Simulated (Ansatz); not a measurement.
BaTiO3:

```
Ba Ti O
1.0
     4.53388   -2.93796   -2.84449
    -4.17915   -2.17324    2.57872
    -4.67624    2.67138   -2.77803
Ba Ti O
2 2 6
Cartesian
  0.0840 -2.6676 -2.9251
  0.3596 -5.0980 -0.2695
  -2.2602 -0.0254 -2.8155
  -2.0304 -2.4394 -0.1341
  0.1677 -2.5637 -0.1876
  -0.0743 -0.1457 -2.8591
  -2.1593 -1.1997 -1.5176
  -6.5741 -0.9440 -1.6257
  -2.3575 1.3116 -1.4278
  -2.0878 -1.1006 1.2786
```

Base run:

| Item | Value |
| --- | --- |
| Program | Ansatz 0.2.0 |
| Functional | PBEsol |
| Potentials or basis | Ansatz PAW |
| Cutoff | 420 eV (not typed: the program's choice for these potentials) |
| k mesh | 7 × 7 × 6 |
| Occupations | fermi-dirac, width 0.05 eV |
| Spin | no spin polarisation |

Its results: band gap on the k mesh 0.97 eV; pressure 8.1 GPa; largest force 0.980 eV/Å.

**Question.** The run is repeated on the same cell with these changes: functional from PBEsol to PBE; k mesh from 7 × 7 × 6 to 3 × 3 × 3. What comes out?

**Answer.** Band gap on the k mesh 1.01 eV; pressure 14.7 GPa; largest force 0.988 eV/Å.

Several settings changed at once, so the effect can't be laid on one alone.

Caveats: some runs use coarse meshes; spin-orbit coupling is left out, which moves the levels of the heavy elements; the PAW data sets come from PBE, with cores solved anew for the run's functional, which leaves a small shift of forces and pressure (some runs); odd divisions of the mesh miss points on the zone boundary, where band edges often lie, so the gap on the mesh can be too wide (some runs).
